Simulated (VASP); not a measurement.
# BaH (P4/mmm) in VASP: notebook

One crystal, BaH, is run at these levels: PBE, PBEsol; tasks: relaxation of cell and atoms, relaxation of the atoms.

Program: VASP 6.6.1. These are calculated values, not measurements. Logs are shortened: lines on timing, memory, paths and dates and some standing lists are left out, and cuts for length are marked.

### Step 1. The structure

The structure is tetragonal, space group P4/mmm (No. 123). The conventional cell has a = 3.934 Å, b = 3.934 Å, c = 3.484 Å, α = 90.00°, β = 90.00°, γ = 90.00°. Ba (site symmetry 4/mmm) has 4 H at 2.78 Å as nearest neighbours. H (site symmetry 4/mmm) is surrounded by 4 Ba at 2.78 Å.

The cell was built by a generator and needn't be a form met in nature.

### Step 2. Relaxation of cell and atoms, PBE

Contents of INCAR:

```
  PREC = Accurate
  ENCUT = 600
  EDIFF = 1E-6
  ISMEAR = 0
  SIGMA = 0.05
  LREAL = F
  LASPH = T
  NELM = 60
  ALGO = Fast
  ISIF = 3
  LWAVE = F
  LCHARG = F
  GGA = PE
  IBRION = 2
  NSW = 40
  EDIFFG = -0.01
```

Contents of KPOINTS:

```
regular mesh
0
Gamma
  7 7 8
```

Contents of POSCAR:

```
BaH
1.0
    3.9336699600      0.0000000000      0.0000000000
    0.0000000000      3.9336699600      0.0000000000
    0.0000000000      0.0000000000      3.4838790800
Ba H
1 1
Direct
    0.5000000000      0.5000000000      0.0000000000
    0.0000000000      0.0000000000      0.0000000000
```

Potentials or basis: VASP PAW PBE potentials, release 64 (Ba_sv, H).

Run with:

```
cat potpaw_PBE.64/Ba_sv/POTCAR potpaw_PBE.64/H/POTCAR > POTCAR
mpirun -np 1 vasp_std > vasp.out
```

OUTCAR:

```text
PREC = Accurate
   ENCUT = 600
   EDIFF = 1E-6
   ISMEAR = 0
   LREAL = F
   LASPH = T
   NELM = 60
   ISIF = 3
   GGA = PE
   IBRION = 2
   NSW = 40
   EDIFFG = -0.01

 ion  position               nearest neighbor table
   1  0.500  0.500  0.000-   2 2.78   2 2.78   2 2.78   2 2.78
   2  0.000  0.000  0.000-   1 2.78   1 2.78   1 2.78   1 2.78

  LATTYP: Found a simple tetragonal cell.
 ALAT       =     3.9336699600
 C/A-ratio  =     0.8856561723

  Lattice vectors:

 A1 = (   3.9336699600,   0.0000000000,   0.0000000000)
 A2 = (   0.0000000000,   3.9336699600,   0.0000000000)
 A3 = (   0.0000000000,   0.0000000000,   3.4838790800)

Analysis of symmetry for initial positions (statically):
=====================================================================
 Subroutine PRICEL returns:
 Original cell was already a primitive cell.

 Routine SETGRP: Setting up the symmetry group for a
 simple tetragonal supercell.

 Subroutine GETGRP returns: Found 16 space group operations
 (whereof 16 operations were pure point group operations)
 out of a pool of 16 trial point group operations.

The static configuration has the point symmetry D_4h.

Analysis of symmetry for dynamics (positions and initial velocities):
=====================================================================
 Subroutine PRICEL returns:
 Original cell was already a primitive cell.

 Routine SETGRP: Setting up the symmetry group for a
 simple tetragonal supercell.

 Subroutine GETGRP returns: Found 16 space group operations
 (whereof 16 operations were pure point group operations)
 out of a pool of 16 trial point group operations.

The dynamic configuration has the point symmetry D_4h.

 Subroutine INISYM returns: Found 16 space group operations
 (whereof 16 operations are pure point group operations),
 and found     1 'primitive' translations

----------------------------------------------------------------------------------------

                                     Primitive cell

  volume of cell :      53.9087

  direct lattice vectors                    reciprocal lattice vectors
     3.933669960  0.000000000  0.000000000     0.254215532  0.000000000  0.000000000
     0.000000000  3.933669960  0.000000000     0.000000000  0.254215532  0.000000000
     0.000000000  0.000000000  3.483879080     0.000000000  0.000000000  0.287036369

  length of vectors
     3.933669960  3.933669960  3.483879080     0.254215532  0.254215532  0.287036369

  position of ions in fractional coordinates (direct lattice)
[... 108 lines left out ...]
   LEPSILON=     F    determine dielectric tensor
   LRPA    =     F    only Hartree local field effects (RPA)
 conjugate gradient relaxation of ions
 non-spin polarized calculation
 RMM-DIIS sequential band-by-band and
 Gauss-broadening in eV      SIGMA  =   0.05
  energy-cutoff  :      600.00
  volume of cell :       53.91
 maximum number of plane-waves:      1818
 NGX is ok and might be reduce to    32
   NGX = 15   NGY = 15   NGZ = 13

--------------------------------------- Ionic step        1  -------------------------------------------

 number of electron      11.0000001 magnetization

 Free energy of the ion-electron system (eV)
  ---------------------------------------------------
  ext. energy  EPLUGINS =         0.00000000
  ---------------------------------------------------
  free energy    TOTEN  =        -5.21186349 eV

  energy without entropy =       -5.21008199  energy(sigma->0) =       -5.21097274

------------------------ aborting loop because EDIFF is reached ----------------------------------------

  FORCE on cell =-STRESS in cart. coord.  units (eV):
  Direction    XX          YY          ZZ          XY          YZ          ZX
  --------------------------------------------------------------------------------------
  -------------------------------------------------------------------------------------
  Total       -0.9124956     -0.9124956      1.9641291      0.0000000      0.0000000      0.0000000
  in kB      -27.1195485    -27.1195485     58.3743020      0.0000000      0.0000000      0.0000000
  external PRESSURE =       1.3784016 kB  Pullay stress =       0.0000000 kB
[... 89 lines left out ...]
  FREE ENERGIE OF THE ION-ELECTRON SYSTEM (eV)
  ---------------------------------------------------
  free  energy   TOTEN  =        -5.3513249280 eV

  energy  without entropy=       -5.3488660237  energy(sigma->0) =       -5.35009548

[... ionic steps 4 to 8 ...]

--------------------------------------- Ionic step        9  -------------------------------------------

 number of electron      11.0000000 magnetization

------------------------ aborting loop because EDIFF is reached ----------------------------------------
[... 67 lines left out ...]
--------------------------------------- Ionic step       11  -------------------------------------------

 number of electron      11.0000000 magnetization

 Free energy of the ion-electron system (eV)
  ---------------------------------------------------
  ext. energy  EPLUGINS =         0.00000000
  ---------------------------------------------------
  free energy    TOTEN  =        -5.41457288 eV

  energy without entropy =       -5.41230197  energy(sigma->0) =       -5.41343742

 E-fermi :   1.7177     XC(G=0):  -7.5512

 val. band max:        1.7049871869   @ k =   0.4286   0.2857   0.3750
 cond. band min:       1.7584814547   @ k =   0.2857   0.2857   0.3750
 fundamental gap:      0.0534942679
 Fermi energy:         1.7177134429

 k-point     1 :       0.0000    0.0000    0.0000
  band No.  band energies     occupation
      1     -27.2567      2.00000
      2     -12.2841      2.00000
      3     -12.0081      2.00000
      4     -12.0081      2.00000
      5      -2.9914      2.00000
      6       0.8563      2.00000
      7       1.9139      0.00000
      8       6.4534      0.00000
      9       7.7860      0.00000
[... 265 lines left out ...]
 k-point    24 :       0.4286    0.0000    0.2500
  band No.  band energies     occupation
      1     -27.1611      2.00000
      2     -12.9592      2.00000
      3     -12.3461      2.00000
      4     -11.9032      2.00000
      5      -0.8676      2.00000
      6       1.7946      0.02959
      7       1.9484      0.00000
      8       3.2253      0.00000
      9       4.5167      0.00000

 [... further k-points ...]
[... 5 lines left out ...]
  --------------------------------------------------------------------------------------
  -------------------------------------------------------------------------------------
  Total        0.0140904      0.0140904      0.0059616      0.0000000      0.0000000      0.0000000
  in kB        0.3575090      0.3575090      0.1512610      0.0000000      0.0000000      0.0000000
  external PRESSURE =       0.2887597 kB  Pullay stress =       0.0000000 kB
[... 17 lines left out ...]
  FREE ENERGIE OF THE ION-ELECTRON SYSTEM (eV)
  ---------------------------------------------------
  free  energy   TOTEN  =        -5.4145728755 eV

  energy  without entropy=       -5.4123019736  energy(sigma->0) =       -5.41343742

 reached required accuracy - stopping structural energy minimisation
```

It took 5.4 min on 1 thread of AMD EPYC 7R43 (Zen 3), shared host; peak memory 0.16 GiB.

Results:

```
Free energy                            : -5.4146 eV
Relaxed volume                         : 31.57 Å³/atom
Relaxed cell                           : a = 3.817 Å, b = 3.817 Å, c = 4.334 Å, α = 90.00°, β = 90.00°, γ = 90.00°
Space group after relaxing (to 0.05 Å) : P4/mmm (No. 123)
Energy gained by relaxing              : 101.4 meV/atom
Ionic steps                            : 11
Pressure after relaxing                : 0.0 GPa
Band gap on the k mesh                 : none (metal or under the smearing width)
```

Step by step:
| step | energy change (eV) | largest force (eV/Å) | pressure (GPa) | volume (Å³) |
| --- | --- | --- | --- | --- |
| 1 | 0.0000 | 0.0000 | 0.14 | 53.91 |
| 2 | -0.1059 | 0.0000 | 0.63 | 54.00 |
| 3 | -0.1395 | 0.0000 | 2.72 | 53.67 |
| 4 | -0.1559 | 0.0000 | 2.07 | 53.85 |
| 5 | -0.1877 | 0.0000 | 0.84 | 57.49 |
| 6 | -0.1993 | 0.0000 | 0.00 | 61.20 |
| 7 | -0.1996 | 0.0000 | -0.16 | 62.05 |
| 8 | -0.2017 | 0.0000 | -0.05 | 62.35 |
| 9 | -0.2025 | 0.0000 | 0.12 | 62.72 |
| 10 | -0.2025 | 0.0000 | 0.11 | 62.68 |
| 11 | -0.2027 | 0.0000 | 0.03 | 63.15 |

Final structure:
```xyz
2
Lattice="3.8172 0.0000 0.0000 0.0000 3.8172 0.0000 0.0000 0.0000 4.3337" Properties=species:S:1:pos:R:3 pbc="T T T"
Ba    1.9086    1.9086    4.3337
H     0.0000    0.0000    0.0000
```

Caveat: the volume moved by over 15 % at a fixed basis, so the end points are rough. Spin-orbit coupling is left out, which matters for the levels of Ba.

### Step 3. Relaxation of the atoms, PBEsol

Contents of INCAR:

```
  PREC = Accurate
  ENCUT = 520
  EDIFF = 1E-6
  ISMEAR = 0
  SIGMA = 0.05
  LREAL = False
  LASPH = True
  NELM = 80
  ALGO = Fast
  ISIF = 2
  LWAVE = False
  LCHARG = False
  GGA = PS
  IBRION = 2
  NSW = 40
  EDIFFG = -0.02
```

Contents of KPOINTS:

```
Automatic mesh
0
Gamma
  7 7 8
```

POSCAR is that of step 2.

Potentials or basis: VASP PAW PBE potentials, release 64 (Ba_sv, H).

Run with:

```
cat potpaw_PBE.64/Ba_sv/POTCAR potpaw_PBE.64/H/POTCAR > POTCAR
mpirun -np 1 vasp_std > vasp.out
```

OUTCAR:

```text
PREC = Accurate
   ENCUT = 520
   EDIFF = 1E-6
   ISMEAR = 0
   LREAL = False
   LASPH = True
   NELM = 80
   ISIF = 2
   GGA = PS
   IBRION = 2
   NSW = 40
   EDIFFG = -0.02

 ion  position               nearest neighbor table
   1  0.500  0.500  0.000-   2 2.78   2 2.78   2 2.78   2 2.78
   2  0.000  0.000  0.000-   1 2.78   1 2.78   1 2.78   1 2.78

  LATTYP: Found a simple tetragonal cell.
 ALAT       =     3.9336699600
 C/A-ratio  =     0.8856561723

  Lattice vectors:

 A1 = (   3.9336699600,   0.0000000000,   0.0000000000)
 A2 = (   0.0000000000,   3.9336699600,   0.0000000000)
 A3 = (   0.0000000000,   0.0000000000,   3.4838790800)

Analysis of symmetry for initial positions (statically):
=====================================================================
 Subroutine PRICEL returns:
 Original cell was already a primitive cell.

 Routine SETGRP: Setting up the symmetry group for a
 simple tetragonal supercell.

 Subroutine GETGRP returns: Found 16 space group operations
 (whereof 16 operations were pure point group operations)
 out of a pool of 16 trial point group operations.

The static configuration has the point symmetry D_4h.

Analysis of symmetry for dynamics (positions and initial velocities):
=====================================================================
 Subroutine PRICEL returns:
 Original cell was already a primitive cell.

 Routine SETGRP: Setting up the symmetry group for a
 simple tetragonal supercell.

 Subroutine GETGRP returns: Found 16 space group operations
 (whereof 16 operations were pure point group operations)
 out of a pool of 16 trial point group operations.

The dynamic configuration has the point symmetry D_4h.

 Subroutine INISYM returns: Found 16 space group operations
 (whereof 16 operations are pure point group operations),
 and found     1 'primitive' translations

[... 115 lines left out ...]
  volume/ion in A,a.u.               =      26.95       181.90
  Fermi-wavevector in a.u.,A,eV,Ry     =   0.963798  1.821314 12.638545  0.928907
  Thomas-Fermi vector in A             =   2.093375
   LORBIT       =      0    0 simple, 1 ext, 2 COOP (PROOUT), +10 PAW based schemes
   GGA     = PS    functional components
   LHFCALC =     F    Hartree Fock is set to
   AEXX    =    0.0000 exact exchange contribution
   IVDW    =     0    specifies the selected vdW correction
   LEPSILON=     F    determine dielectric tensor
   LRPA    =     F    only Hartree local field effects (RPA)
 conjugate gradient relaxation of ions
 non-spin polarized calculation
 RMM-DIIS sequential band-by-band and
 Gauss-broadening in eV      SIGMA  =   0.05
  energy-cutoff  :      520.00
  volume of cell :       53.91
 maximum number of plane-waves:      1476
 NGX is ok and might be reduce to    30
   NGX = 15   NGY = 15   NGZ = 13

 number of electron      11.0000001 magnetization

 Free energy of the ion-electron system (eV)
  ---------------------------------------------------
  ext. energy  EPLUGINS =         0.00000000
  ---------------------------------------------------
  free energy    TOTEN  =        -5.44014603 eV

  energy without entropy =       -5.43794709  energy(sigma->0) =       -5.43904656

 E-fermi :   2.2497     XC(G=0):  -8.3216

 val. band max:        2.2196382019   @ k =   0.4286   0.2857   0.0000
 cond. band min:       2.2544689475   @ k =   0.1429   0.0000   0.1250
 fundamental gap:      0.0348307456
 Fermi energy:         2.2497255286

 k-point     1 :       0.0000    0.0000    0.0000
  band No.  band energies     occupation
      1     -26.6872      2.00000
      2     -11.4736      2.00000
      3     -11.4736      2.00000
      4     -10.9914      2.00000
      5      -2.5106      2.00000
      6       1.5441      2.00000
      7       2.1636      1.98513
      8       7.1714      0.00000
      9       7.6963      0.00000
[... 265 lines left out ...]
 k-point    24 :       0.4286    0.0000    0.2500
  band No.  band energies     occupation
      1     -26.5115      2.00000
      2     -12.1376      2.00000
      3     -11.9221      2.00000
      4     -11.2914      2.00000
      5      -0.2688      2.00000
      6       2.3934      0.00005
      7       2.7396      0.00000
      8       4.7004      0.00000
      9       4.9841      0.00000

 [... further k-points ...]
[... 5 lines left out ...]
  --------------------------------------------------------------------------------------
  -------------------------------------------------------------------------------------
  Total       -1.3344187     -1.3344187      1.4193392      0.0000000      0.0000000     -0.0000000
  in kB      -39.6591858    -39.6591858     42.1830406      0.0000000      0.0000000     -0.0000000
  external PRESSURE =     -12.3784436 kB  Pullay stress =       0.0000000 kB

 VOLUME and BASIS-vectors are now :
 -----------------------------------------------------------------------------
  energy-cutoff  :      520.00
  volume of cell :       53.91
      direct lattice vectors                 reciprocal lattice vectors
     3.933669960  0.000000000  0.000000000     0.254215532  0.000000000  0.000000000
     0.000000000  3.933669960  0.000000000     0.000000000  0.254215532  0.000000000
     0.000000000  0.000000000  3.483879080     0.000000000  0.000000000  0.287036369

 POSITION                                       TOTAL-FORCE (eV/Angst)
 -----------------------------------------------------------------------------------
      1.96683      1.96683      0.00000         0.000000      0.000000      0.000000
      0.00000      0.00000      0.00000         0.000000      0.000000      0.000000
 -----------------------------------------------------------------------------------
    total drift:                                0.000000      0.000000      0.000000

  FREE ENERGIE OF THE ION-ELECTRON SYSTEM (eV)
  ---------------------------------------------------
  free  energy   TOTEN  =        -5.4401460285 eV

  energy  without entropy=       -5.4379470930  energy(sigma->0) =       -5.43904656

 reached required accuracy - stopping structural energy minimisation
```

CONTCAR:

```text
BaH
   1.00000000000000
     3.9336699600000000    0.0000000000000000    0.0000000000000000
     0.0000000000000000    3.9336699600000000    0.0000000000000000
     0.0000000000000000    0.0000000000000000    3.4838790799999999
  Ba              H
     1     1
Direct
     0.5000000000000000    0.5000000000000000    0.0000000000000000
     0.0000000000000000    0.0000000000000000    0.0000000000000000

  0.00000000E+00  0.00000000E+00  0.00000000E+00
  0.00000000E+00  0.00000000E+00  0.00000000E+00
```

It took 43 s on 1 thread of AMD EPYC 7R43 (Zen 3), shared host; peak memory 0.14 GiB.

Results:

| Quantity | Value |
| --- | --- |
| Free energy | -5.4401 eV |
| Pressure after relaxing | -1.2 GPa |
| Band gap on the k mesh | none (metal or under the smearing width) |

Final structure:
```
Ba H
1.0
     3.93367    0.00000    0.00000
     0.00000    3.93367    0.00000
     0.00000    0.00000    3.48388
Ba H
1 1
Direct
  0.50000 0.50000 0.00000
  0.00000 0.00000 0.00000
```

Caveat: the relaxation stopped at its first step, so nothing moved; the PAW data sets were made with another functional, which shifts forces and pressure a little.

### Step 4. The reference run

An earlier run on the cell as given: functional PBE; potentials or basis VASP PAW PBE potentials, release 64 (Ba_sv, H); cutoff 520 eV; k mesh 7 × 7 × 8; occupations fermi-dirac, width 0.05 eV; no spin polarisation.

- Pressure: 0.1 GPa
- Band gap on the k mesh: none (metal or under the smearing width)

### Step 5. Overview

| task | level | cell | cutoff (eV) | smearing | gap on the mesh (eV) | pressure (GPa) |
| --- | --- | --- | --- | --- | --- | --- |
| relaxation of cell and atoms | PBE | relaxed | 600 | gaussian 0.05 eV | none | 0.0 |
| relaxation of the atoms | PBEsol | atoms relaxed | 520 | gaussian 0.05 eV | none | -1.2 |
| single point | PBE | as given | 520 | fermi-dirac 0.05 eV | none | 0.1 |

Alike in all rows: potentials or basis VASP PAW PBE potentials, release 64 (Ba_sv, H); no spin polarisation; k mesh 7 × 7 × 8.

Caveats: the volume moved by over 15 % at a fixed basis, so the end points are rough (some runs); the relaxation stopped at its first step, so nothing moved (some runs); the PAW data sets were made with another functional, which shifts forces and pressure a little (some runs).

Total energies depend on the potentials used, so only differences within one code and one set of settings carry meaning.
